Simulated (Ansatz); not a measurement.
An Ansatz input:

```yaml
crystal:
  lattice:
    - [2.9652789354, 0.0, 0.0]
    - [0.0, 2.9652789354, 0.0]
    - [0.0, 0.0, 2.9652789354]
  atoms:
    - { symbol: Se, position: [0.0, 0.0, 0.0] }
hamiltonian:
  xc: rpbe
  pseudopotentials:
    kind: paw
    azcp:
      Se: "pseudopotentials/Se.paw.azcp"
basis:
  ecutwfc: 420
  fft_grid_basis: typed
kpoints:
  mp_grid: { grid: [12, 12, 12], shift: [0, 0, 0] }
magnetization:
  spin_polarized: false
scf:
  occupations: { method: fermi_dirac, width: 0.1 }
  lower_state_search: "off"
output:
  stress: true
```

Terminal output

```
Engine: ansatz 0.2.0, aarch64-unknown-linux-gnu
Pseudopotentials: kind: paw
Pseudopotential: Se, paw, valence charge 16, recommended cutoff 420 eV (normal) 
Functional definition: RPBE
  parameter kappa = 0.804
  parameter beta = 0.06672455060314922
  exchange = rpbe_x(kappa = kappa, mu = beta*pi^2/3)
  correlation = pbe_c(beta = beta)
Crystal: 1 atoms, lattice volume = 26.073 Å³
Basis set: ecut = 420 eV, 485 PW (Γ)
Bands: 12, of which v1, the nominal top of the filled ones, is band 8 counted from 1 (7 counted from 0)
Symmetry: 48 space group operations
Space group: Pm-3m (ITA 221), of the structure as read, at distance tolerance 3.0e-5 Å
k-points: 84 of 1728
Non-local potential: Se, projectors of the file, l = 0: 2, l = 1: 2, l = 2: 3, l = 3: 1
PAW form: soft (Blöchl's): semilocal exchange-correlation on the pseudo side does not see the compensation charge
PAW frozen core: Se, regenerated for the run's functional, and the local potential with it (the file was generated under x = pbe(κ = 0.804, μ = 0.2195149727645171), c = pbe(β = 0.06672455060314922))
PAW one-centre angular grid: Se, 590 points (default); XC on 64 Gauss nodes
Initial density: superposition of atomic densities (neutral atoms: chi_scale 0, normalization atom), corrected by the library's trained network
Initial wavefunctions: pseudopotential atomic-orbital guess
Functional: x = rpbe, c = pbe(β = 0.06672455060314922)
SCF iter   1: F=—  HF=-5474.825103 eV  |F-HF|=—  |Δ(HF+E_count)|=         —  Δρ=1.92e-3  dr2=7.00e-4  ethr=1.77e-3  ⟨swp⟩=5.3  Hψ=6067  notcnv=0
SCF iter   2: F=—  HF=-5474.825395 eV  |F-HF|=—  |Δ(HF+E_count)|=   2.92e-4  Δρ=1.34e-3  dr2=3.37e-4  ethr=4.38e-6  ⟨swp⟩=2.4  Hψ=1967  notcnv=0
SCF iter   3: F=—  HF=-5474.825793 eV  |F-HF|=—  |Δ(HF+E_count)|=   3.97e-4  Δρ=3.21e-4  dr2=5.00e-5  ethr=2.10e-6  ⟨swp⟩=2.0  Hψ=1212  notcnv=0
SCF iter   4: F=—  HF=-5474.825804 eV  |F-HF|=—  |Δ(HF+E_count)|=   1.15e-5  Δρ=1.25e-4  dr2=5.00e-6  ethr=3.13e-7  ⟨swp⟩=2.0  Hψ=1673  notcnv=0
SCF iter   5: F=—  HF=-5474.825810 eV  |F-HF|=—  |Δ(HF+E_count)|=   5.63e-6  Δρ=1.01e-4  dr2=2.98e-6  ethr=3.12e-8  ⟨swp⟩=2.0  Hψ=1287  notcnv=0
SCF iter   6: F=—  HF=-5474.825809 eV  |F-HF|=—  |Δ(HF+E_count)|=   5.87e-7  Δρ=4.64e-5  dr2=6.01e-7  ethr=1.86e-8  ⟨swp⟩=1.6  Hψ=1133  notcnv=0
SCF iter   7: F=-5474.825809 eV  HF=-5474.825809 eV  |F-HF|=1.05e-8  |Δ(HF+E_count)|=   1.70e-7  Δρ=9.41e-6  dr2=2.60e-8  ethr=6.25e-10  ⟨swp⟩=2.9  Hψ=3433  notcnv=0
SCF 1 converged in 7 iterations: F = -5474.825809 eV  dr2 = 2.60e-8
SCF converged after 7 iterations
Free energy (F): -5474.825809 eV
Harris-Foulkes:  -5474.825809 eV  (|F-HF|=1.05e-8)
Internal energy: -5474.804806 eV  (E = F + TS)
E sigma→0 (E₀):  -5474.815308 eV
Entropy (-TS):   -0.021002 eV (-21.002 meV/atom)
Fermi energy:    7.598548 eV
--- Per-component energies (eV) ---
  E_band       = -397.689186
  E_kinetic    = 114.464649
  E_local      = -2379.175371  (includes V_loc(G=0)·N_el)
  E_nonlocal   = -595.688009
  E_hartree    = 1169.867617
  E_xc         = -102.549024
  E_vxc        = -95.675737  (∫ρ·V_xc dr)
  E_paw        = -1917.845419  (= ΣΔE_a)
  E_vpaw       = 218.643783  (= ΣTr[D̂ρ^β])
  E_aug_tail   = -0.000592  (compensation charges beyond the density's cutoff)
  E_ewald      = -1763.604057
  E_core_change = -0.274599  (= ΣΔE_core)
  E_smearing   = -0.021002  (= −TS)
  E_closure    = 0.000000  (closes the sum)
  Σ components = -5474.825809   (vs F -5474.825809, Δ=0.00e0)
--- Stress (GPa, compression-positive) ---
       -5.459511       0.000000       0.000000
       -0.000000      -5.459511       0.000000
        0.000000       0.000000      -5.459511
  P = ⅓ Tr σ = -5.4595 GPa (-54.595 kbar)
```
